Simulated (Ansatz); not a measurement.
Take ZnTe in the zinc blende structure (space group F-43m, No. 216; a = 6.066 Å) as the base. Axes: x, y, z lie along the cube axes.

Computed with plane-wave PAW DFT at the PBEsol level (Ansatz, a program for electronic structure, 420 eV), scalar-relativistic without spin-orbit coupling, earlier PAW set.

Modification: the cell is scaled by 1.0212 in all directions; the atoms relax in the strained cell.

Task: Predict the stress tensor and what it implies for the stiffness.

Result: Stress of the strained cell less that of the base (GPa, compression positive):
```
  -2.74    0.00    0.00
   0.00   -2.74    0.00
   0.00    0.00   -2.74
```

Then B = −ΔP/(ΔV/V₀) with ΔV/V₀ = 0.0650 gives secant stiffness values (nonlinear terms included at this strain): B ≈ 42 GPa.

As a check, the harmonic strain energy −½ V₀ Δσ:ε is 15 meV/atom; the computed energy rise is 16 meV/atom.

Stability against distortions was not tested.
